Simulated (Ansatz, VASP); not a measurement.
## Te2Mo: VASP beside Ansatz

File INCAR:

```
SYSTEM = Te2Mo
ALGO = Normal
EDIFF = 1E-6
ENCUT = 520
GGA = PS
ISIF = 2
ISMEAR = 0
LASPH = .True.
LCHARG = .False.
LREAL = .False.
LWAVE = .False.
NBANDS = 35
NELM = 60
PREC = Accurate
SIGMA = 0.05
```

File KPOINTS:

```
k-points
0
Gamma
  12 12 2
  0 0 0
```

Contents of POSCAR:

```
Te2Mo
1.0
    3.6686939548      0.0000000000      0.0000000000
   -1.8343469774      3.1771821636      0.0000000000
    0.0000000000      0.0000000000     14.0085389608
Te Mo
4 2
Direct
    0.3333333333      0.6666666667      0.6211281373
    0.6666666667      0.3333333333      0.1211281373
    0.3333333333      0.6666666667      0.8788718627
    0.6666666667      0.3333333333      0.3788718627
    0.3333333333      0.6666666667      0.2500000000
    0.6666666667      0.3333333333      0.7500000000
```

Input for Ansatz:

```yaml
crystal:
  lattice:
    - [3.6686939548, 0.0, 0.0]
    - [-1.8343469774, 3.1771821636, 0.0]
    - [0.0, 0.0, 14.0085389608]
  atoms:
    - { symbol: Te, position: [0.3333333333, 0.6666666667, 0.6211281373] }
    - { symbol: Te, position: [0.6666666667, 0.3333333333, 0.1211281373] }
    - { symbol: Te, position: [0.3333333333, 0.6666666667, 0.8788718627] }
    - { symbol: Te, position: [0.6666666667, 0.3333333333, 0.3788718627] }
    - { symbol: Mo, position: [0.3333333333, 0.6666666667, 0.25] }
    - { symbol: Mo, position: [0.6666666667, 0.3333333333, 0.75] }
basis:
  ecutwfc: 420
kpoints:
  mp_grid: { grid: [12, 12, 2] }
hamiltonian:
  xc: pbesol
scf:
  occupations: { method: gaussian, width: 0.05 }
output:
  forces: true
  stress: true
  eigenvalues: true
```

Change from the starting cell: strain +0.050 along x and y, +0.000 along z, atoms carried along.

Alike in both runs: task single point; functional PBEsol; k mesh 12 × 12 × 2; occupations gaussian, width 0.05 eV; no spin polarisation.

|  | VASP | Ansatz |
| --- | --- | --- |
| version | VASP 6.6.1 | Ansatz 0.2.0 |
| potentials or method | VASP PAW PBE potentials, release 64 (Te, Mo_sv) | scalar-relativistic, plane waves, PAW |
| plane-wave cutoff (eV) | 520 | 420 |
| valence electrons in the cell | 52 | 92 |

```tsv
	VASP	Ansatz	Ansatz less VASP
gap on the k mesh at the Fermi level (eV)	0.56	0.57	+0.011
least direct gap on the mesh (eV)	0.80	0.80	+0.001
pressure (GPa)	-7.4	-7.5	-0.09
largest component of the traceless stress (GPa)	1.72	1.67	-0.051
rms of the force components (eV/Å)	0.350	0.361	+0.0110
```

Atom by atom the forces differ by 0.011 eV/Å (rms over components). The functional is the same, so the differences come from potentials, cutoffs and numerics. The two sets of potentials don't hold the same shells in valence.

Caveats: the PAW data sets were made with another functional, which shifts forces and pressure a little (VASP); spin-orbit coupling is left out, which moves the levels of the heavy elements; this functional lacks dispersion, which binds the layers, so the pressure and a relaxed spacing across them are unreliable. A k mesh can miss the band edges.
